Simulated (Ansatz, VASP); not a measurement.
# One calculation of Ta2N, two programs

```xyz
3
Lattice="3.5104 0.0000 0.0000 -1.7552 3.0401 0.0000 0.0000 0.0000 4.7455" Properties=species:S:1:pos:R:3 pbc="T T T"
Ta    1.7552    1.0134    1.5997
Ta    0.0000    0.0000    2.3358
N     0.0000    2.0267    3.8898
```

Alike in both runs: task single point; functional PBE; k mesh 6 × 6 × 4; occupations gaussian, width 0.1 eV; no spin polarisation.

|  | VASP | Ansatz |
| --- | --- | --- |
| version | VASP 6.6.1 | Ansatz 0.2.0 |
| potentials or method | VASP PAW PBE potentials, release 64 (Ta_pv, N) | scalar-relativistic, plane waves, PAW |
| plane-wave cutoff (eV) | 520 | 420 |
| valence electrons in the cell | 27 | 31 |

VASP gave:

- gap on the k mesh at the Fermi level (eV): none
- rms of the force components (eV/Å): 4.822

Q: What did Ansatz give for the same quantities?

A: gap on the k mesh at the Fermi level (eV): none; rms of the force components (eV/Å): 4.759.

Atom by atom the forces differ by 0.067 eV/Å (rms over components). A gap of «none» marks a metal or a gap that the smearing closes. With one functional, cell and mesh, what is left measures potentials, basis and numerics. The two sets of potentials don't hold the same shells in valence.

Caveats: forces of over 1 eV/Å show positions far from the minimum, so gaps and moduli don't describe the material at rest. Spin-orbit coupling is left out, which matters for the levels of Ta.
